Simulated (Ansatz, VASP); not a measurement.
BN in VASP and in Ansatz

INCAR

```
PREC     = Accurate       # precision mode
ENCUT    = 520            # plane-wave cutoff, eV
EDIFF    = 1E-7           # SCF threshold, eV
ISMEAR   = -1             # smearing method
SIGMA    = 0.05           # smearing width, eV
LREAL    = F              # projectors in reciprocal space
LASPH    = T              # aspherical terms in the spheres
NELM     = 80             # most SCF steps
ALGO     = Normal         # electronic algorithm
ISIF     = 2              # what is computed and relaxed
LWAVE    = F              # write WAVECAR
LCHARG   = T              # write CHGCAR
LELF     = T              # ELF
LVHAR    = T            
NBANDS   = 16             # bands
```

Contents of KPOINTS:

```
Automatic mesh
0
Gamma
  12 12 6
```

Contents of POSCAR:

```
BN
1.0
    2.5875479243      0.0000000000      0.0000000000
   -1.2937739622      2.2408822359      0.0000000000
    0.0000000000      0.0000000000      4.2824778918
N B
2 2
Direct
    0.3333333333      0.6666666667      0.1252760000
    0.6666666667      0.3333333333      0.6252760000
    0.3333333333      0.6666666667      0.4997240000
    0.6666666667      0.3333333333      0.9997240000
```

Contents of input.yaml:

```yaml
crystal:
  lattice:
    - [2.5875479243, 0.0, 0.0]
    - [-1.2937739622, 2.2408822359, 0.0]
    - [0.0, 0.0, 4.2824778918]
  atoms:
    - { symbol: "N", position: [0.3333333333, 0.6666666667, 0.125276] }
    - { symbol: "N", position: [0.6666666667, 0.3333333333, 0.625276] }
    - { symbol: B, position: [0.3333333333, 0.6666666667, 0.499724] }
    - { symbol: B, position: [0.6666666667, 0.3333333333, 0.999724] }
hamiltonian:
  xc: lda
  pseudopotentials: { kind: paw }
kpoints:
  mp_grid: { grid: [12, 12, 6] }
scf:
  occupations: { method: fermi_dirac, width: 0.05 }
output:
  forces: true
  stress: true
  eigenvalues: true
  write_density: true
  write_potential: true
  elf: true
  volumetric_format: npy
```

Measurements of this composition are mostly on another form, of space group No. 194.

Alike in both runs: task single point; functional LDA; k mesh 12 × 12 × 6; occupations fermi-dirac, width 0.05 eV; no spin polarisation.

|  | VASP | Ansatz |
| --- | --- | --- |
| version | VASP 6.6.1 | Ansatz 0.2.0 |
| potentials or method | VASP PAW LDA potentials, release 64 (N, B) | Ansatz PAW |
| plane-wave cutoff (eV) | 520 | 420 |
| valence electrons in the cell | 16 | 16 |

|  | VASP | Ansatz | Ansatz less VASP |
| --- | --- | --- | --- |
| gap on the k mesh at the Fermi level (eV) | 5.02 | 5.04 | +0.024 |
| least direct gap on the mesh (eV) | 7.91 | 7.92 | +0.010 |
| pressure (GPa) | -25.8 | -26.5 | -0.68 |
| largest component of the traceless stress (GPa) | 0.39 | 0.38 | -0.013 |
| rms of the force components (eV/Å) | 0.029 | 0.030 | +0.0014 |

Atom by atom the forces differ by 0.001 eV/Å (rms over components).

Caveats: so large a pressure means that the cell lies far from this level's equilibrium, or that cutoff or potentials fall short (VASP); the pressure holds a Pulay correction of +1.3 GPa for the finite cutoff (Ansatz); the PAW data sets come from PBE, with cores solved anew for the run's functional, which leaves a small shift of forces and pressure (Ansatz). LDA gaps usually lie below the measured ones, often by a third to a half. A k mesh can miss the band edges.
